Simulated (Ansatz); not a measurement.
Crystal: Be.

```
Be
1.0
     2.28530    0.00000    0.00000
    -1.14265    1.97913    0.00000
     0.00000    0.00000    3.58420
Be
2
Direct
  0.66667 0.33333 0.75000
  0.33333 0.66667 0.25000
```

```yaml
Program: Ansatz 0.2.0
Task: relaxation of cell and atoms
Functional: PBEsol
Dispersion: D3(BJ)
Potentials_or_basis: Ansatz PAW
Cutoff: "420 eV (not typed: the program's choice for these potentials)"
k_mesh: 13 × 13 × 8
Occupations: fermi-dirac, width 0.05 eV
Spin: no spin polarisation
```

At the start: volume 8.11 Å³/atom.

**Question.** How do energy, volume and symmetry change on relaxing?

**Answer.** It ends after 6 steps and the volume is 7.49 Å³/atom (-7.6 %); space group P6_3/mmc (No. 194, to 0.05 Å).

Step by step:
```tsv
step	energy change (eV)	largest force (eV/Å)	volume (Å³)
1	0.0000	0.0000	16.21
2	-0.0301	0.0000	15.50
3	-0.0370	0.0000	14.93
4	-0.0371	0.0000	14.98
5	-0.0371	0.0000	14.98
6	-0.0369	0.0000	14.98
```

Final structure:
```cif
data_structure
_symmetry_space_group_name_H-M 'P 1'
_symmetry_Int_Tables_number 1
_cell_length_a 2.2250
_cell_length_b 2.2250
_cell_length_c 3.4949
_cell_angle_alpha 90.000
_cell_angle_beta 90.000
_cell_angle_gamma 120.000
_cell_volume 14.98
loop_
_atom_site_label
_atom_site_type_symbol
_atom_site_fract_x
_atom_site_fract_y
_atom_site_fract_z
_atom_site_occupancy
Be1 Be 0.66667 0.33333 0.75000 1
Be2 Be 0.33333 0.66667 0.25000 1
```

Caveat: the plane-wave basis is chosen anew once the cell has moved, so the energies of steps on either side of that aren't comparable; pairwise dispersion overbinds metals, which lowers pressure and volume; the PAW data sets come from PBE, with cores solved anew for the run's functional, which leaves a small shift of forces and pressure.
